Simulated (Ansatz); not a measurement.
How much do the gradients of TaN depend on the method?

Cell: a COD entry, ions relaxed with PBE at fixed cell.

Space group P-62m (No. 189); a = 5.1960, c = 2.9110 Å, γ = 120.00°.

| site | Wyckoff | site symmetry | x | y | z |
| --- | --- | --- | --- | --- | --- |
| Ta1 | 2d | -6.. | 0.3333 | 0.6667 | 0.5000 |
| Ta3 | 1a | -62m | 0.0000 | 0.0000 | 0.0000 |
| N | 3f | m2m | 0.3932 | 0.0000 | 0.0000 |

One atom of each set is listed.

First run. Computed with Ansatz: DFT, PBE, plane waves and PAW, scalar-relativistic, collinear spin, 420 eV cutoff, Γ-centred 10×10×16 k-points, Fermi–Dirac smearing 0.05 eV. Start moments as typed (μB): 2 on each Ta, none on the rest.

```json
{"site": "Ta1", "V_zz (10²¹ V/m²)": "-19.89", "η": "0.00"}
{"site": "Ta3", "V_zz (10²¹ V/m²)": "13.35", "η": "0.00"}
{"site": "N", "V_zz (10²¹ V/m²)": "-1.42", "η": "0.33"}
```

Second run. The same atoms and settings, except that the functional is PBEsol.

Question: Given the first result, estimate the second.

Answer: 

| site | V_zz | η | change of V_zz |
| --- | --- | --- | --- |
| Ta1 | -19.90 | 0.00 | -0.01 |
| Ta3 | 13.59 | 0.00 | +0.24 |
| N | -1.42 | 0.32 | 0.00 |

The largest change of V_zz is on Ta3, from 13.35 to 13.59. In per cent, |V_zz| changes by 0 to +2 on Ta (all sites that start above 2).

The run finds no gap above 0.1 eV (a metal, or nearly one), so the gradients can move by 10 % or more with the k-mesh. Without spin–orbit coupling the gradients at and beside Ta can be off by some per cent, at some sites by more. The start moments die out, and the run ends without spin.
For the first run: At this cell the principal stresses reach 5 GPa in size with PBE, which can matter for small gradients. With these PAW files V_zz is typically within 2 to 3 % of all-electron values, but misses above 10 % occur on Ta.
For the second run: At this cell the principal stresses reach 5 GPa in size with PBEsol, which can matter for small gradients.
